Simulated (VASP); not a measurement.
Set up this calculation in VASP 6.6.1, as the native input.

| Quantity | Value |
| --- | --- |
| Task | relaxation of cell and atoms |
| Functional | PBEsol |
| Potentials or basis | VASP PAW PBE potentials, release 64 (Se, Ga_d, Cu) |
| Cutoff | 600 eV |
| k mesh | 6 × 6 × 6 |
| Occupations | gaussian, width 0.02 eV |
| Spin | no spin polarisation |
| Ladder | gaps |
| Further INCAR settings | ALGO = Normal; EDIFF = 1e-06; IBRION = 2; EDIFFG = -0.01; NSW = 40; ISIF = 3 |

The structure of GaCuSe2 lies in POSCAR:

```
GaCuSe2
1.0
   -2.8095500000      2.8095500000      5.5130000000
    2.8095500000     -2.8095500000      5.5130000000
    2.8095500000      2.8095500000     -5.5130000000
Se Ga Cu
4 2 2
Direct
    0.1256200000      0.6250000000      0.0006200000
    0.8750000000      0.8743800000      0.4993800000
    0.6243800000      0.1250000000      0.9993800000
    0.3750000000      0.3756200000      0.5006200000
    0.2500000000      0.7500000000      0.5000000000
    0.5000000000      0.5000000000      0.0000000000
    0.7500000000      0.2500000000      0.5000000000
    0.0000000000      0.0000000000      0.0000000000
```

The input as run:

INCAR

```
SYSTEM = GaCuSe2
ALGO     = Normal         ! electronic algorithm
EDIFF    = 1E-6           ! SCF threshold, eV
EDIFFG   = -0.01          ! ionic threshold
ENCUT    = 600            ! plane-wave cutoff, eV
GGA      = PS             ! functional
IBRION   = 2              ! ionic algorithm
ISIF     = 3              ! what is computed and relaxed
ISMEAR   = 0              ! smearing method
KPAR     = 4            
LASPH    = .TRUE.         ! aspherical terms in the spheres
LCHARG   = .FALSE.        ! write CHGCAR
LREAL    = .FALSE.        ! projectors in reciprocal space
LWAVE    = .FALSE.        ! write WAVECAR
NELM     = 80             ! most SCF steps
NSW      = 40             ! ionic steps
PREC     = Accurate       ! precision mode
SIGMA    = 0.02           ! smearing width, eV
```

KPOINTS

```
k-points
0
G
  6 6 6
  0 0 0
```

Potentials or basis: VASP PAW PBE potentials, release 64 (Se, Ga_d, Cu).

Command:

```bash
$ cat potpaw_PBE.64/Se/POTCAR potpaw_PBE.64/Ga_d/POTCAR potpaw_PBE.64/Cu/POTCAR > POTCAR
$ mpirun -np 4 vasp_std > vasp.out
```

Results of the run:

* Relaxed volume: 21.54 Å³/atom
* Relaxed cell: a = 6.802 Å, b = 6.802 Å, c = 6.802 Å, α = 131.60°, β = 131.60°, γ = 70.86°
* Space group after relaxing (to 0.05 Å): I-42d (No. 122)
* Energy gained by relaxing: 5.3 meV/atom
* Ionic steps: 11
* Pressure after relaxing: 0.0 GPa
* Largest force after relaxing: 0.006 eV/Å
* Band gap on the k mesh: 0.13 eV, direct

Caveat: the PAW data sets were made with another functional, which shifts forces and pressure a little.

Run time: 8.1 min on 4 MPI ranks on Intel(R) Xeon(R) 6975P-C (Granite Rapids) (shared host), peak memory 0.6 GiB a rank.
